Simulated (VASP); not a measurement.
# MgB2 (P6/mmm) in VASP: notebook, part 2 of 2

VASP 6.6.1. The steps go on from the part before.

**3. Optical spectrum, LDA**

INCAR

```
SYSTEM = MgB2
ALGO = Normal
CSHIFT = 0.1
EDIFF = 1E-6
ENCUT = 520
ISIF = 2
ISMEAR = -1
LASPH = .TRUE.
LCHARG = .FALSE.
LOPTICS = .TRUE.
LREAL = .FALSE.
LWAVE = .FALSE.
NBANDS = 36
NEDOS = 1000
NELM = 100
PREC = Accurate
SIGMA = 0.05
```

KPOINTS

```
k-points
0
G
  20 20 16
  0 0 0
```

POSCAR

```
MgB2
1.0
    3.0850000000      0.0000000000      0.0000000000
   -1.5425000000      2.6716883707      0.0000000000
    0.0000000000      0.0000000000      3.5230000000
Mg B
1 2
Direct
    0.0000000000      0.0000000000      0.0000000000
    0.3333333333      0.6666666667      0.5000000000
    0.6666666667      0.3333333333      0.5000000000
```

Potentials or basis: VASP PAW LDA potentials, release 64 (Mg, B).

Command:

```
$ cat potpaw_LDA.64/Mg/POTCAR potpaw_LDA.64/B/POTCAR > POTCAR
$ mpirun -np 1 vasp_std > vasp.out
```

OUTCAR:

```text
SYSTEM = MgB2
   EDIFF = 1E-6
   ENCUT = 520
   ISIF = 2
   ISMEAR = -1
   LASPH = .TRUE.
   LREAL = .FALSE.
   NELM = 100
   PREC = Accurate

 ion  position               nearest neighbor table
   1  0.000  0.000  0.000-   2 2.51   3 2.51   2 2.51   3 2.51   3 2.51   3 2.51   2 2.51   2 2.51
                             3 2.51   3 2.51   2 2.51   2 2.51
[... 809 lines left out ...]
     3.10737     2.85863     2.85863     9.29280     0.00000    -0.00000    -0.00000
     3.88421     4.41340     4.41340    13.49133    -0.00000    -0.00000    -0.00000
[... 92 lines left out ...]
    76.13052     0.94345     0.94345     0.94225     0.00000     0.00000     0.00000
    76.90736     0.94465     0.94465     0.94350     0.00000     0.00000     0.00000

  frequency dependent IMAGINARY DIELECTRIC FUNCTION (independent particle, no local field effects) current-current
     E(ev)      X         Y         Z        XY        YZ        ZX
  --------------------------------------------------------------------------------------------------------------
     0.00000    91.19315    91.19315    14.36080    -0.00000     0.00000     0.00000
     0.77684     3.97509     3.97509     1.49315     0.00000     0.00000     0.00000
     1.55368     5.78464     5.78464     0.84929     0.00000     0.00000    -0.00000
     2.33053    11.77030    11.77030     0.77629     0.00000     0.00000     0.00000
     3.10737     3.66073     3.66073     0.98786     0.00000     0.00000    -0.00000
     3.88421     1.90859     1.90859     2.15477    -0.00000     0.00000    -0.00000
[... 92 lines left out ...]
    76.13052     0.00001     0.00001     0.00001     0.00000     0.00000    -0.00000
    76.90736     0.00001     0.00001     0.00001     0.00000     0.00000    -0.00000

  frequency dependent      REAL DIELECTRIC FUNCTION (independent particle, no local field effects) current-current
     E(ev)        X           Y           Z          XY          YZ          ZX
  --------------------------------------------------------------------------------------------------------------
     0.00000    12.95535    12.95535     6.56978     0.00000     0.00000     0.00000
     0.77684     3.96179     3.96179     6.67864     0.00000     0.00000     0.00000
     1.55368     7.21615     7.21615     7.04465     0.00000     0.00000     0.00000
     2.33053     4.51454     4.51454     7.78851     0.00000    -0.00000    -0.00000
     3.10737     2.66846     2.66846     9.27835    -0.00000    -0.00000    -0.00000
     3.88421     4.35851     4.35851    13.46089     0.00000    -0.00000    -0.00000
[... 92 lines left out ...]
    76.13052     0.94347     0.94347     0.94225    -0.00000     0.00000    -0.00000
    76.90736     0.94468     0.94468     0.94351    -0.00000     0.00000    -0.00000
```

OSZICAR:

```text
N       E                     dE             d eps       ncg     rms          rms(c)
DAV:   1     0.131974612509E+02    0.13197E+02   -0.30666E+03 29096   0.187E+02
DAV:   2    -0.183824706037E+02   -0.31580E+02   -0.29646E+02 34676   0.598E+01
DAV:   3    -0.190868054674E+02   -0.70433E+00   -0.69870E+00 35340   0.715E+00
DAV:   4    -0.190876537421E+02   -0.84827E-03   -0.84816E-03 34244   0.242E-01
DAV:   5    -0.190876545955E+02   -0.85341E-06   -0.85313E-06 34644   0.817E-03    0.516E+00
DAV:   6    -0.175177282970E+02    0.15699E+01   -0.11424E+00 33340   0.199E+00    0.229E+00
DAV:   7    -0.172594599521E+02    0.25827E+00   -0.59874E-01 35740   0.139E+00    0.662E-01
DAV:   8    -0.172572484544E+02    0.22115E-02   -0.52763E-02 33064   0.510E-01    0.369E-01
DAV:   9    -0.172497734619E+02    0.74750E-02   -0.12234E-02 35380   0.189E-01    0.377E-02
DAV:  10    -0.172497774711E+02   -0.40092E-05   -0.23009E-04 35648   0.391E-02    0.170E-02
DAV:  11    -0.172497741477E+02    0.33234E-05   -0.43609E-06 35864   0.405E-03    0.268E-03
DAV:  12    -0.172497741121E+02    0.35597E-07   -0.19950E-07 25872   0.105E-03
   1 F= -.17249774E+02 E0= -.17246716E+02  d E =-.611609E-02
 imaginary and real dielectric function
```

stdout:

```text
POSCAR found type information on POSCAR MgB
 POSCAR found :  2 types and       3 ions
 scaLAPACK will be used
 LDA part: xc-table for (Slater(with rela. corr.)+CA(PZ))
 , standard interpolation
 POSCAR, INCAR and KPOINTS ok, starting setup
 FFT: planning ... GRIDC
 FFT: planning ... GRID_SOFT
 FFT: planning ... GRID
 WAVECAR not read
 entering main loop
 optical routines
 imaginary and real dielectric function
 recalculating local potential from charge density
 direction            1
 direction            2
 direction            3
```

It took 2.7 min on 1 thread of Intel Xeon Platinum 8488C (Sapphire Rapids), shared host; peak memory 0.53 GiB.

What came out:

| Quantity | Value |
| --- | --- |
| Free energy | -17.2498 eV |
| Pressure | -8.2 GPa |
| Band gap on the k mesh | none (metal or under the smearing width) |

Dielectric function (mean over the directions given):
```csv
energy (eV),real part,imaginary part
0.31,14.34,12.56
0.78,5.02,2.38
1.24,9.44,2.38
1.79,7.75,2.75
2.25,8.08,7.56
2.80,4.52,3.94
3.26,5.41,2.40
3.81,6.87,1.58
4.27,9.69,3.49
4.82,7.33,6.19
5.28,2.04,9.82
5.83,3.81,5.42
6.29,7.15,6.39
6.84,2.33,10.94
7.30,-0.48,10.46
7.85,-2.42,6.64
8.31,-1.64,6.15
8.86,-3.29,4.57
9.32,-1.91,2.97
9.87,-2.25,3.12
10.33,-1.40,2.58
10.88,-1.72,2.31
11.34,-1.66,1.69
11.89,-1.25,1.55
12.35,-1.26,1.49
12.90,-1.00,1.27
13.36,-0.88,1.00
13.91,-0.74,1.11
14.37,-0.85,0.86
14.92,-0.62,0.60
15.38,-0.46,0.52
15.93,-0.32,0.55
16.39,-0.31,0.51
16.94,-0.13,0.38
17.40,-0.08,0.42
17.95,-0.05,0.34
18.41,0.02,0.29
18.95,0.07,0.32
19.42,0.13,0.25
19.96,0.19,0.24
```

Caveat: independent-particle spectra lack excitons; the intraband (Drude) part of a metal's response may be missing.
